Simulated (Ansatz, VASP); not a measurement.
# One calculation of Mg, two programs

The input INCAR:

```
PREC = Accurate ; ENCUT = 520
EDIFF = 1E-6 ; ISMEAR = 0
SIGMA = 0.013000000000000001 ; LREAL = False
LASPH = True ; NELM = 100
ALGO = Fast ; ISIF = 2
LWAVE = False ; LCHARG = False
GGA = PE ; NBANDS = 9
```

KPOINTS

```
Automatic mesh
0
Gamma
  10 10 5
```

Contents of POSCAR:

```
Mg
1.0
    3.2093000000      0.0000000000      0.0000000000
   -1.6046500000      2.7793353284      0.0000000000
    0.0000000000      0.0000000000      5.2103000000
Mg
2
Direct
    0.6666666667      0.3333333333      0.7500000000
    0.3333333333      0.6666666667      0.2500000000
```

Contents of input.yaml:

```yaml
crystal:
  lattice:
    - [3.2093, 0.0, 0.0]
    - [-1.60465, 2.7793353284, 0.0]
    - [0.0, 0.0, 5.2103]
  atoms:
    - { symbol: Mg, position: [0.6666666667, 0.3333333333, 0.75] }
    - { symbol: Mg, position: [0.3333333333, 0.6666666667, 0.25] }
kpoints:
  mp_grid: { grid: [10, 10, 5] }
scf:
  occupations: { method: gaussian, width: 0.013 }
hamiltonian:
  xc: pbe
  pseudopotentials: { kind: all_electron, lapw: { basis_error: 0.001 } }
output:
  forces: true
  stress: true
  eigenvalues: true
```

Alike in both runs: task single point; functional PBE; k mesh 10 × 10 × 5; occupations gaussian, width 0.013 eV; no spin polarisation.

|  | VASP | Ansatz |
| --- | --- | --- |
| version | VASP 6.6.1 | Ansatz 0.2.0 |
| potentials or method | VASP PAW PBE potentials, release 64 (Mg) | all-electron LAPW, scalar-relativistic |
| plane-wave cutoff (eV) | 520 | see its input |

VASP gave:

| Quantity | Value |
| --- | --- |
| gap on the k mesh at the Fermi level (eV) | none |
| pressure (GPa) | -0.6 |
| largest component of the traceless stress (GPa) | 0.51 |

Problem. Which values does Ansatz return?

Solution. gap on the k mesh at the Fermi level (eV): none; pressure (GPa): -0.5; largest component of the traceless stress (GPa): 0.49.

A gap of «none» marks a metal or a gap that the smearing closes. Ansatz ran all-electron here, so the differences hold the error of VASP's frozen core and of both bases.
